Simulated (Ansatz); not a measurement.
The calculation used DFT PBEsol, scalar-relativistic, plane waves, PAW (Ansatz 0.2.0).

Plane waves to 420 eV, a k mesh through Γ of 14×14×14 on the computed 2-atom cell and Gaussian smearing (0.10 eV); no spin polarisation.

```
Ta N
1.0
     2.89939    0.01114    0.01516
    -1.44005    2.46480   -0.00427
     0.01488    0.00375    2.80461
Ta N
1 1
Direct
  0.33138 0.65670 0.50463
  0.00196 0.00996 0.99537
```

(1) Is this geometry at equilibrium? Which atom feels the largest force?

(2) Give all forces and the stress.

Spin–orbit coupling is left out, which can shift energies with elements as heavy as these.

Answers

(1) It isn't. Atom 2 (N) feels (0.22, -0.94, 0.51) eV/Å, 1.095 eV/Å in size, and symmetry-related atoms feel the same size.

(2)
| atom | Fx | Fy | Fz |
| --- | --- | --- | --- |
| Ta1 | -0.220 | 0.944 | -0.509 |
| N2 | 0.220 | -0.944 | 0.509 |
Stress (GPa, compression positive):
```
15.43 -1.66 -2.87
-1.66 28.04 -1.84
-2.87 -1.84 29.91
```

This form isn't the usual stable structure of the compound.